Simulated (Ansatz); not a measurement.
Runs of Ansatz 0.2.0 on Hf. Symmetry: Im-3m, No. 229, cubic system. Conventional cell: a = 3.610 Å, b = 3.610 Å, c = 3.610 Å, α = 90.00°, β = 90.00°, γ = 90.00°. Around Hf (site symmetry m-3m) lie 8 Hf at 3.13 Å. This isn't the form of Hf at room conditions, which is hcp.

```csv
level,cell,cutoff (eV),target pressure (GPa),gap on the mesh (eV),pressure (GPa),relaxed volume (Å³/atom)
PBEsol,relaxed,420,0,none,0.0,21.30
BLYP,relaxed,420,-,none,0.0,22.88
PBEsol,relaxed to 30 GPa,420,30,none,30.0,-
r2SCAN,relaxed,500,-,none,0.0,22.18
PBEsol,relaxed to 5 GPa,420,5,none,5.0,-
PBEsol,relaxed to 10 GPa,420,10,none,10.0,-
revPBE,relaxed,420,-,none,0.0,(a)
PBEsol,relaxed,420,-,none,0.0,21.30
LDA,relaxed,420,-,none,0.0,20.42
PBEsol,relaxed to 2 GPa,420,2,none,2.0,-
PBEsol,relaxed to 20 GPa,420,20,none,20.0,-
RPBE,relaxed,420,-,none,0.0,(b)
```

Alike in all rows: task relaxation of cell and atoms; potentials or basis Ansatz PAW; no spin polarisation; k mesh 10 × 10 × 10; smearing fermi-dirac 0.05 eV.

Task: Fill in the values left out.

Result: (a) 22.78; (b) 22.97.

Caveats: the plane-wave basis is chosen anew once the cell has moved, so the energies of steps on either side of that aren't comparable; the PAW data sets come from PBE, with cores solved anew for the run's functional, which leaves a small shift of forces and pressure; the volume moved by over 15 % at a fixed basis, so the end points are rough (some runs).

A k mesh can miss the band edges, and the runs leave out spin-orbit coupling on Hf.

A gap of «none» marks a metal or a gap under the smearing width.

Runs at the PBE level aren't shown here.
